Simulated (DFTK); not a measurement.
Runs of DFTK 0.8.2 on TiO2. Symmetry: P4_2/mnm, No. 136, tetragonal system. The conventional cell has a = 4.600 Å, b = 4.600 Å, c = 2.959 Å, α = 90.00°, β = 90.00°, γ = 90.00°. Ti (site symmetry mmm) is surrounded by 6 O at 1.95 to 1.98 Å. O (site symmetry m2m) has 3 Ti at 1.95 to 1.98 Å as nearest neighbours. The cell is a database's computed one.

```tsv
task	level	potentials or basis	k mesh	cutoff (eV)	gap on the mesh (eV)	pressure (GPa)	largest force (eV/Å)
band structure	PBE	SPMS 1.0 (PBE)	4 × 4 × 7	816	(b)	-	0.02
band structure	PBEsol	SPMS 1.0 (PBE)	4 × 4 × 7	816	1.89	-	0.08
single point	PBEsol	dojo.nc.sr.pbesol.v0_4_1.standard.upf (PBEsol)	6 × 6 × 9	1143	1.85	-3.3	0.08
single point	PBE	dojo.nc.sr.pbe.v0_4_1.standard.upf (PBE)	6 × 6 × 9	1143	1.88	(a)	0.02
```

Alike in all rows: no spin polarisation; cell as given; smearing fermi-dirac 0.05 eV.

Task: Fill in the values left out.

Result: (a) 3.6; (b) 1.90.

Caveats: an odd mesh through Γ misses points on the zone boundary, where band edges often lie (some runs); the potentials were made for another functional, which shifts forces and pressure (some runs).

Not every run made on this cell is shown here.
